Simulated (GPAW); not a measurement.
A run of GPAW 26.7.0 is set up as follows.

run.py

```python
from ase.calculators.mixing import SumCalculator
from ase.filters import FrechetCellFilter
from ase.io import read, write
from ase.optimize import LBFGS
from dftd4.ase import DFTD4
from gpaw import GPAW, PW

atoms = read('PtSe2.xyz')

calc = GPAW(mode=PW(600),
            xc='PBE',
            kpts={'size': (6, 6, 4), 'gamma': True},
            occupations={'name': 'fermi-dirac', 'width': 0.05},
            nbands=26,
            convergence={'density': 1e-05, 'energy': 1e-05},
            maxiter=150,
            txt='gpaw.txt')
atoms.calc = SumCalculator([calc, DFTD4(method='pbe')])
opt = LBFGS(FrechetCellFilter(atoms), trajectory='relax.traj', logfile='-')
done = opt.run(fmax=0.02, steps=40)
calc.write('gs.gpw')
write('result.traj', atoms)
print('Converged:', done)
print('Cell:', atoms.cell.cellpar().round(4))
print('Volume:', round(atoms.get_volume(), 4))
print(atoms.get_scaled_positions().round(5))
```

Contents of PtSe2.xyz:

```xyz
3
Lattice="3.7240000000 0.0000000000 0.0000000000 -1.8620000000 3.2250786037 0.0000000000 0.0000000000 0.0000000000 5.0620000000" Properties=species:S:1:pos:R:3 pbc="T T T"
Pt     0.0000000000      0.0000000000      0.0000000000
Se     1.8620000002      1.0750262011      3.7965000000
Se    -0.0000000002      2.1500524026      1.2655000000
```

Potentials or basis: GPAW PAW data sets (gpaw-data 1.2.1), pw.

Command:

```sh
$ OMP_NUM_THREADS=1 python run.py
```

Task: Predict the relaxed cell.

Result: a = 3.769 Å, b = 3.769 Å, c = 4.838 Å, α = 90.00°, β = 90.00°, γ = 120.00°.

Task: Estimate the relaxed volume.

Result: 19.84 Å³/atom.

Task: Predict the band gap on the k mesh.

Result: None (metal or under the smearing width).

Task: Predict the dispersion energy per atom.

Result: -0.512 eV.

Step by step:
| step | energy change (eV) | largest force (eV/Å) | pressure (GPa) | volume (Å³) |
| --- | --- | --- | --- | --- |
| 1 | 0.0000 | 0.6475 | 3.69 | 60.80 |
| 2 | -0.0181 | 0.4558 | 2.14 | 61.20 |
| 3 | -0.0335 | 0.1051 | -0.61 | 61.92 |
| 4 | -0.0345 | 0.0708 | -0.83 | 61.91 |
| 5 | -0.0404 | 0.0726 | -1.49 | 61.55 |
| 6 | -0.0463 | 0.1850 | -1.52 | 60.79 |
| 7 | -0.0508 | 0.1938 | -0.79 | 59.97 |
| 8 | -0.0533 | 0.0972 | 0.16 | 59.50 |
| 9 | -0.0540 | 0.0368 | 0.47 | 59.45 |
| 10 | -0.0547 | 0.0068 | 0.60 | 59.43 |
| 11 | -0.0559 | 0.0457 | 0.53 | 59.45 |
| 12 | -0.0564 | 0.0333 | 0.24 | 59.50 |
| 13 | -0.0566 | 0.0086 | 0.04 | 59.53 |

Caveat: later steps reuse the first step's grids; pairwise dispersion overbinds metals, which lowers pressure and volume. Spin-orbit coupling is left out, which matters for the levels of Pt.
